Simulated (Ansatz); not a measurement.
# Al2O3 (Corundum): how G0W0 depends on its starting point, part 2 of 2

Aim: G0W0 for Al2O3 (Corundum) on several starting functionals, at one mesh, band count and screening cutoff.

Ansatz 0.2.0; G0W0 on several functionals, plane waves, PAW. Known limits of the many-body steps: not at the basis limit.

So far. Step 2 (G0W0 on LDA): The gap on the mesh goes from 6.16 eV to 8.90 eV, a correction of +2.74 eV. Between the two edge states, bare exchange in place of the xc potential would open the gap by 10.87 eV, and correlation takes back 8.12 eV.

In doubt: masses and optical values from hybrid runs of this build are listed as unsure (step 4), which bears on the screening that GW takes from such a start.

## Step 3: G0W0 on PBE

One-shot GW remembers its start. Another functional's orbitals and levels show by how much.

This step: G0W0 on PBE, plane waves, PAW.

Contents of input.yaml:

```yaml
crystal:
  lattice:
    - [2.38025, 1.3742379782, 4.3318666667]
    - [-2.38025, 1.3742379782, 4.3318666667]
    - [0.0, -2.7484759565, 4.3318666667]
  atoms:
    - { symbol: Al, position: [0.35216, 0.35216, 0.35216] }
    - { symbol: Al, position: [0.14784, 0.14784, 0.14784] }
    - { symbol: Al, position: [0.64784, 0.64784, 0.64784] }
    - { symbol: Al, position: [0.85216, 0.85216, 0.85216] }
    - { symbol: O, position: [0.55668, 0.94332, 0.25] }
    - { symbol: O, position: [0.25, 0.55668, 0.94332] }
    - { symbol: O, position: [0.94332, 0.25, 0.55668] }
    - { symbol: O, position: [0.44332, 0.05668, 0.75] }
    - { symbol: O, position: [0.75, 0.44332, 0.05668] }
    - { symbol: O, position: [0.05668, 0.75, 0.44332] }
kpoints:
  mp_grid: { grid: [4, 4, 4] }
hamiltonian:
  xc: pbe
scf:
  occupations: { method: fixed }
gw:
  n_empty_bands: 354
  ecut_chi: 150.0
  qp_bands: [v3, c3]
  qp_kpoints: band_edges
  screening: { model: contour_deformation }
```

On the command line:

```bash
> ansatz run input.yaml --threads 3 --pin off --max-ram 64512MiB --backend cuda --events-out ev --progress --plain --runs-dir out --devices 1 --max-vram 24GiB  # rebuilt from the run's record
```

Numbers of over 12 decimals in the logs are rounded to 6 here.

The program printed:

```text
GPUs: using 1 of 1 available (devices: 1).
[...]
GPU FFT provider: cuFFT
GPU libraries: cuBLAS 13.8.1, cuFFT 12.4.0, cuSOLVER 12.3.2
Crystal: 10 atoms, lattice volume = 85.018 Å³
Basis set: ecut = 420 eV, 1653 PW (Γ)
Bands: 34, of which v1, the nominal top of the filled ones, is band 24 counted from 1 (23 counted from 0)
Symmetry: 12 space group operations
[...]
k-points: 13 of 64
[...]
GPU buffer pool allocated for 46656 grid points (all kernels)
[...]
SCF iter   1: F=—  HF=-5569.548618 eV  |F-HF|=—  |Δ(HF+E_count)|=         —  Δρ=1.69e-3  dr2=1.16e-3  ethr=1.77e-3  ⟨swp⟩=5.3  Hψ=1777  notcnv=0  defer=87
[...]
SCF iter   6: F=-5569.550833 eV  HF=-5569.550833 eV  |F-HF|=1.32e-9  |Δ(HF+E_count)|=   2.51e-9  Δρ=2.09e-6  dr2=2.10e-9  ethr=6.81e-11  ⟨swp⟩=10.0  Hψ=2376  notcnv=0
SCF 1 converged in 6 iterations: F = -5569.550833 eV  dr2 = 2.10e-9
[...]
NSCF: frozen V_eff on 13 k-points
[...]
G₀W₀ screening: q 1/13
[... further progress lines ...]
[...]
SCF converged after 6 iterations
Free energy (F): -5569.550833 eV
[...]
Internal energy: -5569.550833 eV  (E = F + TS)
E sigma→0 (E₀):  -5569.550833 eV
Fermi energy:    7.750965 eV
[...]
--- Band table (eV; the first three rows and the last of 13) ---
  k-point 0: bands = [... 20 lower, 7.2534, 7.7066, 7.7066, 7.7510, 13.9678, 16.9106, 18.5127, 19.2898, ... 6 higher]
  k-point 1: bands = [... 20 lower, 6.9864, 7.3014, 7.5967, 7.6382, 15.2220, 17.8162, 17.9062, 18.5498, ... 6 higher]
  k-point 2: bands = [... 20 lower, 6.8416, 6.8416, 7.4771, 7.4771, 17.2217, 17.2217, 17.4052, 17.4052, ... 6 higher]
  k-point 12: bands = [... 20 lower, 7.3684, 7.3684, 7.3684, 7.3684, 16.4293, 16.4293, 18.8590, 18.8590, ... 6 higher]
[...]
0    22      7.7066   -26.9900     4.2029   -21.3928  0.8070     6.2994     6.3123  root
     0    23      7.7066   -26.9900     4.2029   -21.3928  0.8070     6.2994     6.3123  root
     0    24      7.7510   -26.9138     4.1499   -21.3873  0.8077     6.3619     6.3744  root
     0    25     13.9678   -11.3835    -3.9311   -16.6328  0.8504    15.2936    15.2860  root
     0    26     16.9106    -7.9116    -4.3736   -13.5347  0.8556    18.1681    18.1601  root
     0    27     18.5127   -10.0280    -4.6220   -16.4078  0.8458    20.2882    20.2705  root
     1    22      7.3014   -26.5359     4.3385   -20.7076  0.8045     5.7957     5.8116  root
     1    23      7.5967   -26.8143     4.2568   -21.1261  0.8061     6.1512     6.1653  root
[...]
12    24      7.3684   -26.7487     4.2949   -20.9898  0.8056     5.8894     5.9044  root
    12    25     16.4293   -10.5419    -4.2579   -16.2397  0.8439    17.8801    17.8692  root
    12    26     16.4293   -10.5419    -4.2579   -16.2397  0.8439    17.8801    17.8692  root
    12    27     18.8590    -7.1141    -4.5791   -13.0268  0.8560    20.2026    20.1926  root
```

Elapsed: 19 s, on 1 × NVIDIA H100 80GB HBM3 (shared by 3 runs) with 3 threads of AMD EPYC 7R13 (Zen 3), shared host; peak memory 1.5 GiB.

Numbers from this step:

```
bands summed                                 : 378
RPA ε∞ on this mesh (eigenvalues)            : 3.063, 3.091, 3.091
plane waves in the screening matrix          : 339
q-points in the mesh                         : 64
G0W0 gap on the mesh                         : 8.912 eV
k of the valence top                         : 0, 0, 0
k of the conduction bottom                   : 0, 0, 0
starting gap on the mesh                     : 6.217 eV
Z at the valence top                         : 0.8077
Z at the conduction bottom                   : 0.8504
least direct G0W0 gap on the computed points : 8.912 eV
```

Against the run with 4×4×4 mesh, 354 empty bands, screening to 150 eV on LDA, the gap moves by +0.007 eV, while the start moved by +0.06 eV.

## Step 4: G0W0 on HSE06

This step: G0W0 on HSE06, plane waves, PAW.

Edit input.yaml of step 3 so:

```diff
@@ -19,3 +19,3 @@
 hamiltonian:
-  xc: pbe
+  xc: hse06
 scf:
```

The program printed:

```text
GPUs: using 1 of 1 available (devices: 1).
[...]
davidson cushion auto → on  (no smearing: the cushion is to keep the highest requested band from converging to the state above it; pin scf.eigensolver.cushion to override)
[...]
GPU FFT provider: cuFFT
GPU libraries: cuBLAS 13.8.1, cuFFT 12.4.0, cuSOLVER 12.3.2
Crystal: 10 atoms, lattice volume = 85.018 Å³
Basis set: ecut = 420 eV, 1653 PW (Γ)
[...]
1    22      5.9524   -26.5686     3.8773   -22.0488  0.8298     5.3078     5.3099  root
     1    23      6.2831   -26.8302     3.8056   -22.4174  0.8313     5.6741     5.6759  root
[...]
12    24      6.0374   -26.7573     3.8335   -22.2943  0.8309     5.4060     5.4080  root
    12    25     17.1011    -9.9867    -4.0091   -15.0859  0.8656    18.1958    18.1912  root
    12    26     17.1011    -9.9867    -4.0091   -15.0859  0.8656    18.1958    18.1912  root
    12    27     19.5536    -6.8958    -4.2567   -12.1355  0.8756    20.5405    20.5365  root
[key lines of the parts left out:]
Free energy (F): -5570.993534 eV
Fermi energy:    6.471765 eV
```

The job ended after 39 s (1 × NVIDIA H100 80GB HBM3 (shared by 3 runs) with 3 threads; peak memory 1.9 GiB; 57 s of CPU time).

This step gave:

- bands summed: 378
- RPA ε∞ on this mesh (eigenvalues): 2.697, 2.716, 2.716
- plane waves in the screening matrix: 339
- G0W0 gap on the mesh: 9.710 eV
- k of the valence top: 0, 0, 0
- k of the conduction bottom: 0, 0, 0
- starting gap on the mesh: 8.080 eV
- least direct G0W0 gap on the computed points: 9.710 eV

Against the run with 4×4×4 mesh, 354 empty bands, screening to 150 eV on PBE, the gap moves by +0.80 eV, while the start moved by +1.86 eV.

## Step 5: The starts together

All on the 4×4×4 mesh with 354 empty bands and screening to 150 eV. Times are wall times on 1 × NVIDIA H100 80GB HBM3 (shared by 3 runs) with 3 threads of AMD EPYC 7R13 (Zen 3), shared host, good to a factor of about two.

```
start  starting gap (eV)  shift (eV)  G0W0 gap (eV)  RPA ε∞ (harmonic mean)  Z (valence, conduction)   time
  LDA               6.16       +2.74           8.90                    3.15               0.81, 0.85  9.8 s
  PBE               6.22       +2.69           8.91                    3.08               0.81, 0.85   19 s
HSE06               8.08       +1.63           9.71                    2.71               0.83, 0.87   39 s
```

How the two edges are built up, in eV (the quasiparticle level is the starting level plus Σx plus Σc less Vxc):

```
  run               edge  start      Σx     Σc     Vxc     Z     QP
  LDA        valence top   7.39  -26.84   4.12  -21.51  0.81   6.18
  LDA  conduction bottom  13.55  -11.53  -4.00  -17.06  0.85  15.09
  PBE        valence top   7.75  -26.91   4.15  -21.39  0.81   6.37
  PBE  conduction bottom  13.97  -11.38  -3.93  -16.63  0.85  15.29
HSE06        valence top   6.47  -26.95   3.72  -22.65  0.83   5.90
HSE06  conduction bottom  14.55  -10.94  -3.76  -15.75  0.87  15.61
```

For a hybrid start, Vxc holds its share of exact exchange.

## Step 6: Results

| Quantity | Value |
| --- | --- |
| G0W0@LDA | 8.90 eV (start 6.16 eV) |
| G0W0@PBE | 8.91 eV (start 6.22 eV) |
| G0W0@HSE06 | 9.71 eV (start 8.08 eV) |
| known limits | not at the basis limit |

In words: The starting gaps span 1.92 eV and the G0W0 gaps 0.81 eV. Between LDA and HSE06, 0.81 eV of the 1.92 eV survives, 42 %. HSE06 screens less than LDA (ε∞ 2.71 against 3.15). Of the 0.81 eV by which its G0W0 gap is higher, the correlation part gives +0.64 eV, and exchange with the one-particle terms, which follow the orbitals, +0.17 eV. The smallest correction, +1.63 eV, is on HSE06, the start nearest to reproducing itself. Bands and cutoff are finite, so the gap is not at the basis limit. The miss can reach some tenths of an eV and take either sign; the mesh is an error of its own.

[Paths, hosts, dates, memory and timing lines, banners, echoed tables and standing remarks are left out of the program output.]

[Logs are printed without paths, hosts, clocks, repeated set-up lines and the standing remarks that a program may print on its own settings, such as how far it seeks lower states.]

[Runs of the session that timed out or met a known fault of the program may be left out.]

[Cells called generated may have been cut or substituted from an entry of the Crystallography Open Database or the Materials Project.]

[Hosts, paths, dates, database ids (printed as entryN), source tags and the programs' standing remarks are cut or masked in the printed files.]
